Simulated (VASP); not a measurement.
# Sr (Im-3m) in VASP: a series of runs

One crystal, Sr, is run at these levels: PBE; tasks: relaxation of cell and atoms.

All numbers are computed with VASP 6.6.1; they aren't measurements. Logs are shortened: lines on timing, memory, paths and dates and some standing lists are left out, and cuts for length are marked.

**1. The structure**

It takes space group Im-3m (No. 229, cubic). The conventional cell has a = 4.870 Å, b = 4.870 Å, c = 4.870 Å, α = 90.00°, β = 90.00°, γ = 90.00°. Around Sr (site symmetry m-3m) lie 8 Sr at 4.22 Å.

This isn't the form of Sr at room conditions, which is fcc.

**2. Relaxation of cell and atoms, PBE**

The input, INCAR:

```
PREC = Accurate
ENCUT = 520
EDIFF = 1E-6
ISMEAR = 0
SIGMA = 0.1
LREAL = False
LASPH = True
NELM = 120
ALGO = Normal
ISIF = 3
LWAVE = False
LCHARG = False
GGA = PE
IBRION = 2
NSW = 90
EDIFFG = -0.01
```

The input, KPOINTS:

```
Automatic mesh
0
Gamma
  13 13 13
```

The input, POSCAR:

```
Sr
1.0
   -2.4350000000      2.4350000000      2.4350000000
    2.4350000000     -2.4350000000      2.4350000000
    2.4350000000      2.4350000000     -2.4350000000
Sr
1
Direct
    0.0000000000      0.0000000000      0.0000000000
```

Potentials or basis: VASP PAW PBE potentials, release 64 (Sr_sv).

Command:

```
$ cat potpaw_PBE.64/Sr_sv/POTCAR > POTCAR
$ mpirun -np 1 vasp_std > vasp.out
```

OUTCAR:

```text
PREC = Accurate
   ENCUT = 520
   EDIFF = 1E-6
   ISMEAR = 0
   LREAL = False
   LASPH = True
   NELM = 120
   ISIF = 3
   GGA = PE
   IBRION = 2
   NSW = 90
   EDIFFG = -0.01

 ion  position               nearest neighbor table
   1  0.000  0.000  0.000-

  LATTYP: Found a body centered cubic cell.
 ALAT       =     4.8700000000

  Lattice vectors:

 A1 = (  -2.4350000000,   2.4350000000,   2.4350000000)
 A2 = (   2.4350000000,  -2.4350000000,   2.4350000000)
 A3 = (   2.4350000000,   2.4350000000,  -2.4350000000)

Analysis of symmetry for initial positions (statically):
=====================================================================
 Subroutine PRICEL returns:
 Original cell was already a primitive cell.

 Routine SETGRP: Setting up the symmetry group for a
 body centered cubic supercell.

 Subroutine GETGRP returns: Found 48 space group operations
 (whereof 48 operations were pure point group operations)
 out of a pool of 48 trial point group operations.

The static configuration has the point symmetry O_h .

Analysis of symmetry for dynamics (positions and initial velocities):
=====================================================================
 Subroutine PRICEL returns:
 Original cell was already a primitive cell.

 Routine SETGRP: Setting up the symmetry group for a
 body centered cubic supercell.

 Subroutine GETGRP returns: Found 48 space group operations
 (whereof 48 operations were pure point group operations)
 out of a pool of 48 trial point group operations.

The dynamic configuration has the point symmetry O_h .

 Subroutine INISYM returns: Found 48 space group operations
 (whereof 48 operations are pure point group operations),
 and found     1 'primitive' translations

----------------------------------------------------------------------------------------

                                     Primitive cell

  volume of cell :      57.7507

  direct lattice vectors                    reciprocal lattice vectors
    -2.435000000  2.435000000  2.435000000     0.000000000  0.205338809  0.205338809
     2.435000000 -2.435000000  2.435000000     0.205338809  0.000000000  0.205338809
     2.435000000  2.435000000 -2.435000000     0.205338809  0.205338809  0.000000000

  length of vectors
     4.217543716  4.217543716  4.217543716     0.290392929  0.290392929  0.290392929

[... 90 lines left out ...]
   NUPDOWN=      -1.0000    fix difference up-down
   EMIN   =  10.00;   EMAX   =-10.00  energy-range for DOS
   EFERMI =   0.00;   METHOD = LEGACY
   ISMEAR =     0;   SIGMA  =   0.10  broadening in eV -4-tet -1-fermi 0-gaus
   EFERMI_NEDOS =   21; number of points for ismear=-14 and -15
   IALGO  =     38    algorithm
   IMIX   =      4    mixing-type and parameters
     AMIX     =   0.40;   BMIX     =  1.00
     AMIX_MAG =   1.60;   BMIX_MAG =  1.00
  volume/ion in A,a.u.               =      57.75       389.72
  Fermi-wavevector in a.u.,A,eV,Ry     =   0.912478  1.724334 11.328437  0.832617
  Thomas-Fermi vector in A             =   2.036879
   LORBIT       =      0    0 simple, 1 ext, 2 COOP (PROOUT), +10 PAW based schemes
   GGA     = PE    functional components
   LHFCALC =     F    Hartree Fock is set to
   AEXX    =    0.0000 exact exchange contribution
   IVDW    =     0    specifies the selected vdW correction
   LEPSILON=     F    determine dielectric tensor
   LRPA    =     F    only Hartree local field effects (RPA)
 conjugate gradient relaxation of ions
 non-spin polarized calculation
 Gauss-broadening in eV      SIGMA  =   0.10
  energy-cutoff  :      520.00
  volume of cell :       57.75
 maximum number of plane-waves:      1565
   NGX = 15   NGY = 15   NGZ = 15

--------------------------------------- Ionic step        1  -------------------------------------------

 number of electron      10.0000000 magnetization

 Free energy of the ion-electron system (eV)
  ---------------------------------------------------
  ext. energy  EPLUGINS =         0.00000000
  ---------------------------------------------------
  free energy    TOTEN  =        -1.62593532 eV

  energy without entropy =       -1.61927089  energy(sigma->0) =       -1.62260311

------------------------ aborting loop because EDIFF is reached ----------------------------------------

  FORCE on cell =-STRESS in cart. coord.  units (eV):
  Direction    XX          YY          ZZ          XY          YZ          ZX
  --------------------------------------------------------------------------------------
  -------------------------------------------------------------------------------------
  Total       -0.2661701     -0.2661701     -0.2661701      0.0000000      0.0000000     -0.0000000
  in kB       -7.3843631     -7.3843631     -7.3843631      0.0000000      0.0000000     -0.0000000
  external PRESSURE =      -7.3843631 kB  Pullay stress =       0.0000000 kB
[... 92 lines left out ...]
--------------------------------------- Ionic step        4  -------------------------------------------

 number of electron      10.0000000 magnetization

 Free energy of the ion-electron system (eV)
  ---------------------------------------------------
  ext. energy  EPLUGINS =         0.00000000
  ---------------------------------------------------
  free energy    TOTEN  =        -1.63537715 eV

  energy without entropy =       -1.63035892  energy(sigma->0) =       -1.63286804

 E-fermi :   1.6661     XC(G=0):  -7.4125

 val. band max:        1.6443112129   @ k =  -0.4615  -0.4615   0.3077
 cond. band min:       1.6679706524   @ k =  -0.4615  -0.4615   0.2308
 fundamental gap:      0.0236594395
 Fermi energy:         1.6660717551

 k-point     1 :       0.0000    0.0000    0.0000
  band No.  band energies     occupation
      1     -34.9125      2.00000
      2     -16.7951      2.00000
      3     -16.7951      2.00000
      4     -16.7951      2.00000
      5      -2.0134      2.00000
      6       4.0614      0.00000
      7       4.0614      0.00000
      8       4.0614      0.00000
      9       5.4055      0.00000
[... 265 lines left out ...]
 k-point    24 :       0.2308    0.0769    0.0769
  band No.  band energies     occupation
      1     -34.9003      2.00000
      2     -16.9467      2.00000
      3     -16.8418      2.00000
      4     -16.8059      2.00000
      5      -0.3669      2.00000
      6       2.6705      0.00000
      7       2.9758      0.00000
      8       5.3583      0.00000
      9       5.6306      0.00000

 [... further k-points ...]
[... 5 lines left out ...]
  --------------------------------------------------------------------------------------
  -------------------------------------------------------------------------------------
  Total       -0.0015335     -0.0015335     -0.0015335      0.0000000      0.0000000      0.0000000
  in kB       -0.0456413     -0.0456413     -0.0456413      0.0000000      0.0000000      0.0000000
  external PRESSURE =      -0.0456413 kB  Pullay stress =       0.0000000 kB
[... 16 lines left out ...]
  FREE ENERGIE OF THE ION-ELECTRON SYSTEM (eV)
  ---------------------------------------------------
  free  energy   TOTEN  =        -1.6353771532 eV

  energy  without entropy=       -1.6303589179  energy(sigma->0) =       -1.63286804

 reached required accuracy - stopping structural energy minimisation
```

Wall time 1.8 min (1 thread of AMD EPYC 7R13 (Zen 3), shared host); peak memory 0.18 GiB.

What came out:

* Free energy: -1.6354 eV
* Relaxed volume: 53.83 Å³/atom
* Relaxed cell: a = 4.120 Å, b = 4.120 Å, c = 4.120 Å, α = 109.47°, β = 109.47°, γ = 109.47°
* Space group after relaxing (to 0.05 Å): Im-3m (No. 229)
* Energy gained by relaxing: 9.4 meV/atom
* Ionic steps: 4
* Pressure after relaxing: 0.0 GPa
* Band gap on the k mesh: none (metal or under the smearing width)

The path:
```csv
step,energy change (eV),largest force (eV/Å),pressure (GPa),volume (Å³)
1,0.0000,0.0000,-0.74,57.75
2,-0.0075,0.0000,-0.37,55.55
3,-0.0093,0.0000,0.10,53.39
4,-0.0094,0.0000,0.00,53.83
```

Final structure:
```xyz
1
Lattice="-2.3786 2.3786 2.3786 2.3786 -2.3786 2.3786 2.3786 2.3786 -2.3786" Properties=species:S:1:pos:R:3 pbc="T T T"
Sr    0.0000    0.0000    0.0000
```

**3. Relaxation of cell and atoms, PBE**

This run uses another cell than the first one, of 53.83 Å³/atom, 0.932 times its volume.

INCAR, as its differences from that of step 2:

```diff
@@ -2,3 +2,3 @@
 ENCUT = 520
-EDIFF = 1E-6
+EDIFF = 1E-7
 ISMEAR = 0
@@ -14,3 +14,4 @@
 IBRION = 2
-NSW = 90
-EDIFFG = -0.01
+NSW = 60
+EDIFFG = -0.005
+POTIM = 0.3
```

KPOINTS is that of step 2.

The input, POSCAR:

```
Sr                                      
1.0
   -2.3786272772      2.3786272772      2.3786272772
    2.3786272772     -2.3786272772      2.3786272772
    2.3786272772      2.3786272772     -2.3786272772
  Sr            
     1
Direct
     0.0000000000000000    0.0000000000000000    0.0000000000000000
```

Potentials or basis: VASP PAW PBE potentials, release 64 (Sr_sv).

Command:

```
$ cat potpaw_PBE.64/Sr_sv/POTCAR > POTCAR
$ mpirun -np 1 vasp_std > vasp.out
```

Wall time 45 s (1 thread of AMD EPYC 7R13 (Zen 3), shared host); peak memory 0.17 GiB.

The run converged. Its results:

```
Free energy             : -1.6352 eV
Pressure after relaxing : 0.0 GPa
Band gap on the k mesh  : none (metal or under the smearing width)
```

Final structure:
```xyz
1
Lattice="-2.3786 2.3786 2.3786 2.3786 -2.3786 2.3786 2.3786 2.3786 -2.3786" Properties=species:S:1:pos:R:3 pbc="T T T"
Sr    0.0000    0.0000    0.0000
```

Levels at points of the mesh, in eV from the Fermi level:
```csv
k point,band 3,band 4,band 5,band 6,band 7,band 8
"(0.00, 0.00, 0.00)",-18.46,-18.46,-3.68,2.40,2.40,2.40
```

Caveat: the relaxation stopped at its first step, so nothing moved.
